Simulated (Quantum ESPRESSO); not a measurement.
# FeO (Wuestite) under changes of volume

One of the cells (10.013 Å³/atom); the others are scaled copies at fixed shape and fractional positions:

```
Fe O
1.0
     0.00000    2.15540    2.15540
     2.15540    0.00000    2.15540
     2.15540    2.15540    0.00000
Fe O
1 1
Cartesian
  0.0000 0.0000 0.0000
  2.1554 2.1554 2.1554
```

* Program: Quantum ESPRESSO 7.5
* Functional: PBEsol
* Potentials or basis: GBRV 1.5 PBEsol
* Cutoff: 762 eV
* Density cutoff: 6095 eV
* k mesh: 11 × 11 × 11
* Occupations: fermi-dirac, width 0.05 eV
* Spin: collinear spin, ferromagnetic start
* Starting moments: [3.0, 0.0] μB

| volume (Å³/atom) | energy over the lowest point (meV/atom) | pressure (GPa) |
| --- | --- | --- |
| 9.413 | 1.88 | 3.7 |
| 9.613 | 0.00 | -0.8 |
| 9.813 | ? | ? |
| 10.013 | 11.75 | -8.4 |
| 10.214 | 24.31 | -11.7 |
| 10.414 | 40.66 | -14.6 |
| 10.614 | 60.44 | -17.0 |

Task: What does the run at 9.813 Å³/atom give?

Result: Energy over the lowest point 3.48 meV/atom; pressure -4.8 GPa.

Worked out: A Birch-Murnaghan fit of order 3 (a polynomial in V^(-2/3)) to the other rows has its minimum at 9.58 Å³/atom with B0 = V·E''(V) = 208 GPa and B' = 4.4. It gives 3.49 meV/atom at 9.813 Å³/atom, against the run's 3.48, and -dE/dV = -4.8 GPa, against -4.8.

Energies are extrapolated to zero smearing.

Caveats: a cell with one magnetic atom can't hold antiferromagnetic order, which such compounds often take.
